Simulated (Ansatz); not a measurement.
## Thermal properties of BaS from its phonons

These are results of DFT PBE, scalar-relativistic, plane waves, PAW in Ansatz 0.2.0, not measurements. Cutoff 420 eV, 8×8×8 k-points (Γ-centred), fixed occupations. No spin polarisation. Phonons by linear response, acoustic sum rule imposed.

Equilibrium structure at this level:
```cif
data_structure
_symmetry_space_group_name_H-M 'Fm-3m'
_symmetry_Int_Tables_number 225
_cell_length_a 6.4286
_cell_length_b 6.4286
_cell_length_c 6.4286
_cell_angle_alpha 90.000
_cell_angle_beta 90.000
_cell_angle_gamma 90.000
_cell_volume 265.67
loop_
_atom_site_label
_atom_site_type_symbol
_atom_site_symmetry_multiplicity
_atom_site_Wyckoff_symbol
_atom_site_fract_x
_atom_site_fract_y
_atom_site_fract_z
_atom_site_occupancy
Ba1 Ba 4 a 0.00000 0.00000 0.00000 1
S1 S 4 b 0.50000 0.00000 0.00000 1
```

It comes from a database structure that was distorted and then relaxed. Spin–orbit coupling is left out, which matters for heavy elements.

Force constants from linear response on a 4×4×4 q mesh, interpolated to a fine mesh.

Phonon density of states, in bins of 5 cm⁻¹:
```csv
bin centre (cm⁻¹),share of modes (%)
2.5,0.0
7.5,0.0
12.5,0.0
17.5,0.1
22.5,0.2
27.5,0.2
32.5,0.4
37.5,0.6
42.5,0.9
47.5,1.2
52.5,1.8
57.5,2.6
62.5,4.2
67.5,7.3
72.5,7.5
77.5,4.0
82.5,2.8
87.5,1.5
92.5,1.1
97.5,2.9
102.5,3.9
107.5,2.8
112.5,1.9
117.5,1.1
122.5,0.7
127.5,0.3
132.5,0.0
137.5,0.6
142.5,2.4
147.5,6.7
152.5,9.8
157.5,11.3
162.5,2.4
167.5,0.4
172.5,0.8
177.5,0.9
182.5,1.1
187.5,1.2
192.5,1.3
197.5,1.4
202.5,1.5
207.5,1.6
212.5,1.6
217.5,1.7
222.5,1.2
227.5,0.9
232.5,0.7
237.5,0.5
242.5,0.1
```

Task: Give the zero-point energy per atom.

Result: 23.1 meV.

Task: How large are the vibrational entropy and heat capacity at 300 K?

Result: S = 4.91 k_B and C_V = 2.90 k_B per atom, 97 % of the Dulong–Petit value.

Task: Tabulate them against temperature.

Result:
```tsv
T (K)	F_vib (meV/atom)	S (k_B/atom)	C_V (k_B/atom)
100	16.3	1.97	2.28
200	-9.0	3.75	2.78
300	-46.6	4.91	2.90
400	-92.7	5.75	2.94
500	-145.1	6.41	2.96
600	-202.7	6.95	2.97
700	-264.6	7.41	2.98
800	-330.2	7.80	2.99
900	-399.0	8.16	2.99
1000	-470.6	8.47	2.99
```
